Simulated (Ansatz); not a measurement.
# HCl on Cu (100)

Aim: for Cu, adsorb HCl from several starts and take the binding apart.

Method: DFT PBE+D3(BJ), scalar-relativistic, plane waves, PAW, in Ansatz 0.2.0.

2 further runs of the same task are left out: 2 set aside as unsound or not needed.

## Step 1: Starting point

Symmetry: P4mm, No. 99, tetragonal system. Conventional cell: a = 2.520 Å, b = 2.520 Å, c = 21.345 Å, α = 90.00°, β = 90.00°, γ = 90.00°. Cu (site symmetry 4mm) is surrounded by 8 Cu at 2.52 Å. Around Cu (site symmetry 4mm) lie 12 Cu at 2.52 to 2.55 Å. Around Cu (site symmetry 4mm) lie 12 Cu at 2.51 to 2.55 Å. Around Cu (site symmetry 4mm) lie 8 Cu at 2.51 to 2.52 Å.

As a file:

```
CELL_PARAMETERS angstrom
5.03937 0.00000 0.00000
0.00000 5.03937 0.00000
0.00000 0.00000 21.34506
ATOMIC_POSITIONS crystal
Cu 0.25000 0.25000 0.37479
Cu 0.25000 0.75000 0.37479
Cu 0.75000 0.25000 0.37479
Cu 0.75000 0.75000 0.37479
Cu 0.50000 0.50000 0.45826
Cu 0.50000 0.00000 0.45826
Cu 0.00000 0.50000 0.45826
Cu 0.00000 0.00000 0.45826
Cu 0.75000 0.75000 0.54350
Cu 0.75000 0.25000 0.54350
Cu 0.25000 0.75000 0.54350
Cu 0.25000 0.25000 0.54350
Cu 0.00000 0.00000 0.62631
Cu 0.00000 0.50000 0.62631
Cu 0.50000 0.00000 0.62631
Cu 0.50000 0.50000 0.62631
```

Planes are indexed in the bulk's conventional cell (Fm-3m (No. 225)), a = 3.563 Å, b = 3.563 Å, c = 3.563 Å, α = 90.00°, β = 90.00°, γ = 90.00°.

It is a (100) slab, 5.3 Å thick as cut, with 16 Å of vacuum, in a 2×2 surface cell; its outer planes are Cu (top) and Cu (bottom). An earlier relaxation, lower half held, gave -106004.4347 eV, work function 4.52 eV.

## Step 2: HCl, tilted, over a bridge (Cu-Cu) site

File input.yaml:

```yaml
crystal:
  lattice:
    - [5.0393684366, 0.0, 0.0]
    - [0.0, 5.0393684366, 0.0]
    - [0.0, 0.0, 23.8562573916]
  atoms:
    - { symbol: Cu, position: [0.25, 0.25, 0.3353417876] }
    - { symbol: Cu, position: [0.25, 0.75, 0.3353417876] }
    - { symbol: Cu, position: [0.75, 0.25, 0.3353417876] }
    - { symbol: Cu, position: [0.75, 0.75, 0.3353417876] }
    - { symbol: Cu, position: [0.5, 0.5, 0.4100260002] }
    - { symbol: Cu, position: [0.5, 0.0, 0.4100260002] }
    - { symbol: Cu, position: [0.0, 0.5, 0.4100260002] }
    - { symbol: Cu, position: [0.0, 0.0, 0.4100260002] }
    - { symbol: Cu, position: [0.75, 0.75, 0.4862898044] }
    - { symbol: Cu, position: [0.75, 0.25, 0.4862898044] }
    - { symbol: Cu, position: [0.25, 0.75, 0.4862898044] }
    - { symbol: Cu, position: [0.25, 0.25, 0.4862898044] }
    - { symbol: Cu, position: [0.0, 0.0, 0.5603790654] }
    - { symbol: Cu, position: [0.0, 0.5, 0.5603790654] }
    - { symbol: Cu, position: [0.5, 0.0, 0.5603790654] }
    - { symbol: Cu, position: [0.5, 0.5, 0.5603790654] }
    - { symbol: Cl, position: [-0.2098758333, 0.3522866769, 0.6849250053] }
    - { symbol: H, position: [0.0, 0.25, 0.6634966651] }
basis:
  ecutwfc: 420
kpoints:
  mp_grid: { grid: [4, 4, 1] }
hamiltonian:
  xc: pbe
  dispersion: d3bj
scf:
  occupations: { method: gaussian, width: 0.1 }
output:
  forces: true
  eigenvalues: true
  write_density: true
  write_potential: true
  elf: true
  volumetric_format: npy
relax:
  adjacent_minimum: "off"
  f_tol: 0.04
  max_steps: 100
  constraints: [{ sites: [0, 1, 2, 3, 4, 5, 6, 7] }]
efield:
  axis: 3
  dipole_correction: true
  ramp_width: 0.04
```

Launch:

```sh
ansatz run input.yaml --threads 8 --pin off --max-ram 20480MiB --backend cpu --events-out ev --progress --plain --runs-dir out
```

The session goes on with these runs: HCl, upright, over a top (Cu) site; the lowest end once more, with its density; the slab alone, frozen as in the lowest end; the molecules alone, frozen as adsorbed.

Q: Predict the outcome of this session. Wanted: HCl: lowest end; interaction of the frozen parts; electrons moved above the midplane.

The runs gave:

```
                                    quantity                                           value
                             HCl: lowest end  E_ads -0.39 eV, tilted start over bridge Cu-Cu
             interaction of the frozen parts                                 -0.41 eV a cell
                  cost of deforming the slab                                         0.01 eV
cost of deforming and crowding the molecules                                         0.01 eV
          electrons moved above the midplane                                          -0.030
```

In words: HCl binds with 0.39 eV a molecule at best. In all 0.19 electrons are rearranged, and 0.03 cross the midplane towards the slab.
